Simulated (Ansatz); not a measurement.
**Nudged elastic band run: Zn$_{6}$GaO$_{8}$, charge +1**

The input (input.yaml):

```yaml
crystal:
  lattice:
    - [-3.2049, -5.55105, 0.0]
    - [4.80735, -2.775525, 0.0]
    - [0.0, 0.0, 5.1216]
  atoms:
    - { symbol: Zn, position: [0.49778906, 0.33272609, -0.00112696] }
    - { symbol: Zn, position: [0.4972107, 0.67076651, 0.50356016] }
    - { symbol: O, position: [0.48768015, 0.32858123, 0.38656897] }
    - { symbol: O, position: [0.49634041, 0.66812768, 0.88959851] }
    - { symbol: Zn, position: [0.2384503, 0.83554916, -0.0049401] }
    - { symbol: Ga, position: [0.2418132, 0.17072693, 0.5038032] }
    - { symbol: O, position: [0.24589208, 0.84857804, 0.38339078] }
    - { symbol: O, position: [0.26089338, 0.16008509, 0.86541313] }
    - { symbol: Zn, position: [-0.00449388, 0.65420633, 0.49948417] }
    - { symbol: O, position: [0.00678463, 0.32706864, 0.38744854] }
    - { symbol: O, position: [-0.00545197, 0.68194457, 0.87244358] }
    - { symbol: Zn, position: [0.75265301, 0.83648978, -0.0022512] }
    - { symbol: Zn, position: [0.75736626, 0.16974518, 0.50237886] }
    - { symbol: O, position: [0.74770622, 0.83231675, 0.37875991] }
    - { symbol: O, position: [0.73290877, 0.15835741, 0.87564636] }
total_charge: 1
basis:
  ecutwfc: 420.0
kpoints:
  mp_grid: { grid: [2, 2, 2] }
hamiltonian:
  xc: pbe
  pseudopotentials: { kind: paw, azcp: { folder: soft_1 } }
scf:
  occupations: { method: fermi_dirac, width: 0.05 }
  lower_state_search: "off"
neb:
  images: 7
  f_tol: 0.05
  initial_path: idpp
  max_iterations: 22
  final_atoms:
    - { symbol: Zn, position: [0.48949838, 0.33052462, 0.0044724] }
    - { symbol: Zn, position: [0.49423288, 0.66417002, 0.50007455] }
    - { symbol: O, position: [0.51371935, 0.34231566, 0.37774229] }
    - { symbol: O, position: [0.49926184, 0.66820924, 0.88107825] }
    - { symbol: Zn, position: [0.25148434, 0.84643234, 0.00177103] }
    - { symbol: Ga, position: [0.00514827, 0.32984125, 0.00462105] }
    - { symbol: O, position: [0.25235735, 0.81874236, 0.37470502] }
    - { symbol: O, position: [0.24022732, 0.17335873, 0.88847238] }
    - { symbol: Zn, position: [0.00841788, 0.66475756, 0.49669157] }
    - { symbol: O, position: [-0.01431999, 0.34065484, 0.36618053] }
    - { symbol: O, position: [0.00124238, 0.65217728, 0.88499889] }
    - { symbol: Zn, position: [0.74988609, 0.82979726, 0.00552323] }
    - { symbol: Zn, position: [0.74906368, 0.16800108, 0.50037898] }
    - { symbol: O, position: [0.75058975, 0.8324981, 0.391653] }
    - { symbol: O, position: [0.75918999, 0.17185269, 0.88803685] }
  order_check: false
```

Command:

```bash
$ ansatz run input.yaml --threads 1 --pin off --max-ram 3072MiB --backend cpu --events-out ev --progress --plain --runs-dir out
```

Output, in part (warnings, iteration lines):

```
NEB end point (image 0): max|allowed force component| = 1.820e-2 eV/Å (the criterion of neb.relax_end_points is 1.000e-2)
NEB end point (image 8): max|allowed force component| = 5.921e-3 eV/Å (the criterion of neb.relax_end_points is 1.000e-2)
NEB iter   1: max|band force component| = 6.604e0 eV/Å  barrier→ = 4.1585 eV  barrier← = 4.1586 eV  Δτ_max = 0.1909 Å  (136 SCF iters)
NEB iter   2: max|band force component| = 3.426e0 eV/Å  barrier→ = 2.5163 eV  barrier← = 2.5165 eV  Δτ_max = 0.2000 Å  (78 SCF iters)
NEB iter   3: max|band force component| = 4.057e0 eV/Å  barrier→ = 2.4130 eV  barrier← = 2.4132 eV  Δτ_max = 0.1018 Å  (82 SCF iters)
NEB iter   4: max|band force component| = 1.076e0 eV/Å  barrier→ = 2.0116 eV  barrier← = 2.0117 eV  Δτ_max = 0.2000 Å  (80 SCF iters)
NEB iter   5: max|band force component| = 4.729e-1 eV/Å  barrier→ = 1.9664 eV  barrier← = 1.9665 eV  CI = image 5  Δτ_max = 0.1019 Å  (73 SCF iters)
NEB iter   6: max|band force component| = 5.107e-1 eV/Å  barrier→ = 1.9400 eV  barrier← = 1.9401 eV  CI = image 5  Δτ_max = 0.0513 Å  (71 SCF iters)
NEB iter   7: max|band force component| = 2.716e-1 eV/Å  barrier→ = 1.9322 eV  barrier← = 1.9323 eV  CI = image 5  Δτ_max = 0.0451 Å  (64 SCF iters)
NEB iter   8: max|band force component| = 5.645e-2 eV/Å  barrier→ = 1.9297 eV  barrier← = 1.9298 eV  CI = image 5  Δτ_max = 0.0226 Å  (58 SCF iters)
NEB iter   9: max|band force component| = 2.662e-2 eV/Å  barrier→ = 1.9289 eV  barrier← = 1.9290 eV  CI = image 5  Δτ_max = 0.0000 Å  (53 SCF iters)
```

The run converged. The profile has 2 maxima (images 1, 5) with wells between them (image 2): this band takes more than one step, which may be the mechanism or a detour left from its start path. The order of the stationary point at the top wasn't checked. Limits of this set-up: coarse k mesh, charged cell in a uniform background, uncorrected.

Final band (atoms are numbered from 1 in the order of the input):

```tsv
image	path coordinate (Å)	energy (eV)	O3–Ga6 (Å)	Ga6–O7 (Å)	Ga6–O11 (Å)
0	0.00	0.00	1.90	1.89	3.67
1	0.53	0.76	1.86	1.85	3.90
2	1.06	0.63	1.88	1.88	3.89
3	1.60	0.73	1.93	1.92	3.56
4	2.13	1.31	2.13	2.04	3.15
5	2.66	1.93	2.62	2.37	2.74
6	3.21	1.14	3.06	2.92	2.23
7	3.76	0.21	3.49	3.44	1.93
8	4.31	0.00	3.68	3.67	1.89
```

Run time: 12 min on 1 thread of Arm Neoverse V1 (shared host), peak memory 0.79 GiB.
